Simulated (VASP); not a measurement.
## HfO2 under changes of volume

One of the cells (9.413 Å³/atom); the others are scaled copies at fixed shape and fractional positions:

```
Hf O
1.0
     5.46664    0.00000    0.00000
     0.00000    3.24201    0.00000
     0.00000    0.00000    6.37337
Hf O
4 8
Cartesian
  4.0746 2.4315 3.9108
  1.3921 0.8105 2.4626
  1.3413 2.4315 5.6493
  4.1254 0.8105 0.7241
  3.5031 0.8105 2.7202
  1.9636 2.4315 3.6532
  0.7698 0.8105 0.4665
  4.6969 2.4315 5.9069
  2.8705 0.8105 5.3429
  2.5961 2.4315 1.0304
  0.1372 0.8105 4.2171
  5.3294 2.4315 2.1563
```

Measurements of this composition are mostly on another form, of space group No. 14.

```yaml
Program: VASP 6.6.1
Functional: LDA
Potentials_or_basis: VASP PAW LDA potentials, release 64 (Hf_pv, O)
Cutoff: 520 eV
k_mesh: 4 × 8 × 4
Occupations: gaussian, width 0.02 eV
Spin: no spin polarisation
```

| volume (Å³/atom) | energy over the lowest point (meV/atom) | pressure (GPa) | gap on the mesh (eV) | largest force (eV/Å) |
| --- | --- | --- | --- | --- |
| 9.036 | 17.96 | 14.8 | 3.24 | 0.219 |
| 9.225 | ? | ? | ? | ? |
| 9.413 | 0.00 | 0.5 | 3.18 | 0.005 |
| 9.601 | 2.81 | -5.7 | 3.15 | 0.097 |
| 9.789 | 12.45 | -11.3 | 3.12 | 0.187 |

What does the run at 9.225 Å³/atom give?

Energy over the lowest point 4.77 meV/atom; pressure 7.2 GPa; gap on the mesh 3.21 eV; largest force 0.107 eV/Å.

Worked out: A Birch-Murnaghan fit of order 2 (a polynomial in V^(-2/3)) to the other rows has its minimum at 9.43 Å³/atom with B0 = V·E''(V) = 319 GPa at fixed shape and positions, which overstates the stiffness. It gives 4.76 meV/atom at 9.225 Å³/atom, against the run's 4.77, and -dE/dV = 7.5 GPa, against 7.2. A straight line through the other rows of the gap, of slope -1.5 eV per unit of ln V (its deformation potential), gives 3.21 eV, against the run's 3.21.

Energies are extrapolated to zero smearing.

Caveats: spin-orbit coupling is left out, which moves the levels of the heavy elements.

A mesh can miss the band edges.
